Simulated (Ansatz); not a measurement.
**Cd: energy from the work of forces and stress**

```yaml
crystal:
  lattice:
    - [0.00000, 2.21815, 2.21815]
    - [2.21815, 0.00000, 2.21815]
    - [2.21815, 2.21815, 0.00000]
  atoms:
    - { symbol: Cd, position: [0.00000, 0.00000, 0.00000] }
```

Computed with DFT PBE, scalar-relativistic, plane waves, PAW (Ansatz 0.2.0).

Plane waves to 420 eV, a k mesh through Γ of 16×16×16 on the computed 1-atom cell and Gaussian smearing (0.10 eV); no spin polarisation.

At the start the stress (GPa, compression positive, xx yy zz yz xz xy) is 2.29 2.29 2.29 0.00 0.00 0.00 and all forces are under 0.005 eV/Å. Each variant moves atoms by u and then strains the cell by ε, so an atom ends at (r + u)(1 + ε); shears are tensor components, each standing twice in ε. The starting volume is 21.83 Å³.

Variant 1: strain (xx yy zz yz xz xy, %) 3.04 3.04 3.04 0.00 0.00 0.00. There the stress is -1.54 -1.54 -1.54 0.00 0.00 0.00 GPa.

Variant 2: strain (xx yy zz yz xz xy, %) 2.54 2.54 2.54 0.00 0.00 0.00. There the stress is -1.05 -1.05 -1.05 0.00 0.00 0.00 GPa.

Variant 3: strain (xx yy zz yz xz xy, %) 1.57 1.57 1.57 0.00 0.00 0.00. There the stress is 0.06 0.06 0.06 0.00 0.00 0.00 GPa.

Variant 4: strain (xx yy zz yz xz xy, %) -1.27 -1.27 -1.27 0.00 0.00 0.00. There the stress is 4.56 4.56 4.56 0.00 0.00 0.00 GPa.

**Question.** Estimate each change of free energy from forces and stresses by the trapezoid rule along the path (r + tu)(1 + tε), t from 0 to 1, and compare with the computed change.

**Answer.** The derivative of the energy along the path is −F·u(1 + tε) for the atoms and −V σ(1 + tε)⁻¹ : ε for the cell, with F, σ and V taken at t (σ positive in compression; 1 eV/Å³ = 160.2 GPa). Averaging t = 0 and t = 1 gives, in meV per atom:
| variant | work on atoms | work on cell | sum | computed |
| --- | --- | --- | --- | --- |
| 1 | 0.0 | -4.1 | -4.1 | -2.4 |
| 2 | 0.0 | -6.2 | -6.2 | -5.2 |
| 3 | 0.0 | -7.6 | -7.6 | -7.3 |
| 4 | 0.0 | 17.4 | 17.4 | 17.3 |

The rule is exact for a quadratic energy surface and overshoots a term ct³ by c/2, so the difference between the last two columns measures the net anharmonic part along the path (terms of opposite sign can cancel, and the finite basis adds a little): 1 to 66 % here.

This fcc form isn't the element's structure at ambient conditions.